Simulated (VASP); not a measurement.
The system is InP.

```xyz
2
Lattice="0.0000 2.9305 2.9305 2.9305 0.0000 2.9305 2.9305 2.9305 0.0000" Properties=species:S:1:pos:R:3 pbc="T T T"
In    0.0000    0.0000    0.0000
P     4.3957    4.3957    4.3957
```

| Quantity | Value |
| --- | --- |
| Program | VASP 6.6.1 |
| Task | relaxation of cell and atoms |
| Functional | PBE |
| Potentials or basis | VASP PAW PBE potentials, release 64 (In, P) |
| Cutoff | 580 eV |
| k mesh | 8 × 8 × 8 |
| Occupations | fermi-dirac, width 0.05 eV |
| Spin | no spin polarisation |

At the start: pressure 5.1 GPa; volume 25.17 Å³/atom.

Question: Where does the relaxation end?

Answer: Over 3 steps the energy falls by 27.2 meV/atom and the volume is 27.00 Å³/atom (+7.3 %); space group F-43m (No. 216, to 0.05 Å).

Step by step:
| step | energy change (eV) | largest force (eV/Å) | pressure (GPa) | volume (Å³) |
| --- | --- | --- | --- | --- |
| 1 | 0.0000 | 0.0000 | 5.09 | 50.33 |
| 2 | -0.0361 | 0.0000 | -2.35 | 56.39 |
| 3 | -0.0544 | 0.0000 | 0.00 | 54.01 |

Final structure:
```xyz
2
Lattice="0.0000 3.0001 3.0001 3.0001 0.0000 3.0001 3.0001 3.0001 0.0000" Properties=species:S:1:pos:R:3 pbc="T T T"
In    0.0000    0.0000    0.0000
P     4.5002    4.5002    4.5002
```
